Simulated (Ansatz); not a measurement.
# Manganese, bcc under PBE: ground state and equation of state

The plan for manganese in the bcc structure: relax it, solve it on a dense k-mesh, switch on spin-orbit coupling, then scale the cell to 7 volumes from 88 to 112 % of the relaxed one and try a fit of the equation of state. The start is ferromagnetic. The k-meshes are 15×15×15 for the relaxation; 26×26×26 for the dense run; 16×16×16 for spin-orbit coupling; 18×18×18 for the volumes.

Computed with Ansatz 0.2.0 (DFT PBE, plane waves (420 eV) with PAW, scalar-relativistic, unless a step says otherwise).

## Step 1: The system as given

Symmetry: Im-3m, No. 229, cubic system. Conventional cell: a = 2.864 Å, b = 2.864 Å, c = 2.864 Å, α = 90.00°, β = 90.00°, γ = 90.00°. Mn (site symmetry m-3m) is surrounded by 8 Mn at 2.48 Å.

Coordinates:

```
Mn
1.0
    -1.43214    1.43214    1.43214
     1.43214   -1.43214    1.43214
     1.43214    1.43214   -1.43214
Mn
1
Direct
  0.00000 0.00000 0.00000
```

Starting moments (μB): +3.

## Step 2: Relaxation of the cell

File input.yaml:

```yaml
crystal:
  lattice:
    - [-1.4321439648, 1.4321439648, 1.4321439648]
    - [1.4321439648, -1.4321439648, 1.4321439648]
    - [1.4321439648, 1.4321439648, -1.4321439648]
  atoms:
    - { symbol: Mn, position: [0.0, 0.0, 0.0], spin: 3.0 }
hamiltonian:
  xc: pbe
  pseudopotentials:
    kind: paw
    azcp:
      Mn: "pseudopotentials/Mn.paw.azcp"
basis:
  ecutwfc: 420
  fft_grid_basis: typed
kpoints:
  mp_grid: { grid: [15, 15, 15], shift: [0, 0, 0] }
magnetization:
  spin_polarized: true
scf:
  occupations: { method: fermi_dirac, width: 0.05 }
relax:
  max_steps: 60
  f_tol: 0.01
  cell: {}
```

Started as:

```sh
> ansatz run input.yaml --threads 1 --pin off --max-ram 3584MiB --backend cpu --events-out ev --progress --plain --runs-dir out
```

Further steps of the session: The energy on a finer k-mesh; With spin-orbit coupling; At 88 % of the relaxed volume; At 92 % of the relaxed volume; At 96 % of the relaxed volume; At 100 % of the relaxed volume; At 104 % of the relaxed volume; At 108 % of the relaxed volume; At 112 % of the relaxed volume.

What does the calculation give? Wanted: space group; conventional cell; volume; shortest distance; gap on the mesh; magnetic state; relative to alpha-Mn; magnetic state with spin-orbit coupling; V₀, B₀, B₀′.

As calculated:

| quantity | value |
| --- | --- |
| space group (spins left aside) | Im-3m (No. 229) |
| conventional cell | a = 2.795 Å |
| volume | 10.918 Å³/atom |
| shortest distance | 2.421 Å |
| gap on the mesh | none (levels filled in part) |
| magnetic state | ferromagnetic, up to 0.84 μB per atom |
| relative to alpha-Mn (A12), ferrimagnetic | +168 meV/atom |
| magnetic state with spin-orbit coupling | ferromagnetic, up to 0.86 μB per atom |
| V₀, B₀, B₀′ | 10.908 Å³/atom, 242 GPa, 4.8 |

In words: The relaxation shrank the cell by 7.1 % in volume. It lies 168 meV/atom above the element's reference form at the same level (alpha-Mn (A12), ferrimagnetic, from a run of its own), so it is far from stable. The final state is ferromagnetic (largest moment 0.84 μB). No gap shows: it is a metal or semimetal at this level. The largest spin moment is 0.86 μB in the spin-orbit run and 0.84 μB without; mesh and site projection of the two kinds of run can differ, so the change can't be laid on spin-orbit coupling. Totals with and without spin-orbit coupling (-0.16 eV/atom apart) can't be read as binding, since the two-component data shift the zero of energy. The moment runs from 0.34 to 1.09 μB across the volumes, and this change enters B₀ and B₀′. B₀ comes out at 242 GPa. The symmetry was held, so the structure may be unstable against distortions that break it.
